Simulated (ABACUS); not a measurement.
Runs of ABACUS 3.10.1 on Rh. The structure is cubic, space group Fm-3m (No. 225). The conventional cell has a = 3.796 Å, b = 3.796 Å, c = 3.796 Å, α = 90.00°, β = 90.00°, γ = 90.00°. Rh (site symmetry m-3m) is surrounded by 12 Rh at 2.68 Å. 

```tsv
task	level	potentials or basis	cell	k mesh	cutoff (eV)	orbital files	path	points for each segment of the path	SCF threshold on the density	eigensolver	gap on the mesh (eV)	pressure (GPa)	V0 of scaled cells (Å³/atom)	relaxed volume (Å³/atom)	B0 (GPa)
single point	WC	PseudoDojo NC SR 0.4.1 PBE standard, plane waves	as given	10 × 10 × 10	1211	-	-	-	1e-08	dav	none	-0.8	-	-	-
single point	OLYP	SPMS ONCV 1.0 PBE, plane waves	as given	10 × 10 × 10	1211	-	-	-	1e-08	dav	none	(a)	-	-	-
single point	BLYP	SG15 ONCV 1.2 PBE, DZP LCAO (the cutoffs set its grid)	as given	11 × 11 × 11	1361	Rh Rh_confined-atom_7au_3s2p2d1f.orb	-	-	1e-07	genelpa	none	(c)	-	-	-
single point	rSCAN	SG15 ONCV 1.2 PBE, plane waves	as given	8 × 8 × 8	1401	-	-	-	1e-08	dav	none	-1.0	-	-	-
equation of state	revPBE	PseudoDojo NC SR 0.5 PBE stringent, plane waves	as given	10 × 10 × 10	1211	-	-	-	1e-08	dav	-	-	14.25	-	(b)
relaxation of cell and atoms	WC	PseudoDojo NC SR 0.4.1 PBE standard, plane waves	relaxed	10 × 10 × 10	1211	-	-	-	1e-08	dav	none	0.0	-	13.63	-
relaxation of cell and atoms	TM	SG15 ONCV 1.2 PBE, plane waves	relaxed	8 × 8 × 8	1401	-	-	-	1e-08	dav	none	0.0	-	13.64	-
equation of state	OLYP	SPMS ONCV 1.0 PBE, plane waves	as given	10 × 10 × 10	1211	-	-	-	1e-08	dav	-	-	13.86	-	253
single point	revPBE	PseudoDojo NC SR 0.5 PBE stringent, plane waves	as given	10 × 10 × 10	1211	-	-	-	1e-08	dav	none	11.2	-	-	-
```

Alike in all rows: no spin polarisation; smearing fermi-dirac 0.05 eV.

Question: Fill in the values left out.

Answer: (a) 3.6; (b) 244; (c) 22.4.

Caveats: the potentials were made for another functional, which shifts forces and pressure; the atomic orbitals were generated for these runs and aren't a published set (some runs); so large a pressure means that the cell lies far from this level's equilibrium, or that cutoff or potentials fall short (some runs); the basis of atomic orbitals isn't converged, which shifts pressures, moduli and gaps (some runs).

A k mesh can miss the band edges, and the runs leave out spin-orbit coupling on Rh.

A gap of «none» marks a metal or a gap under the smearing width.

Runs at the PBE level aren't shown here.
